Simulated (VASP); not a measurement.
# CdTe: kinetic-energy density

CdTe, F-43m (no. 216), 2 atoms in the cell. PBE; PAW potentials Te, Cd (PBE set).

## Input

INCAR:
```
SYSTEM = CdTe
ALGO = Normal
EDIFF = 1E-7
ENCUT = 520
ISIF = 2
ISMEAR = 0
LASPH = .TRUE.
LCHARG = .TRUE.
LREAL = .FALSE.
LTAU = .TRUE.
LWAVE = .FALSE.
NELM = 100
PREC = Accurate
SIGMA = 0.02
```

KPOINTS:
```
k-points
0
Gamma
  6 6 6
```

POSCAR:
```
CdTe
1.0
    0.0000000000      3.2050000000      3.2050000000
    3.2050000000      0.0000000000      3.2050000000
    3.2050000000      3.2050000000      0.0000000000
Te Cd
1 1
Direct
    0.7500000000      0.7500000000      0.7500000000
    0.0000000000      0.0000000000      0.0000000000
```

Commands:
```
cat potpaw_PBE.64/Te/POTCAR potpaw_PBE.64/Cd/POTCAR > POTCAR
mpirun -np 1 vasp_std > vasp.out
```

## Result

- Kinetic energy of the pseudo orbitals (eV): 304.83

VASP 6.6.1 took 19 s on 1 core (Intel Xeon Platinum 8488C (Sapphire Rapids)), a shared host.
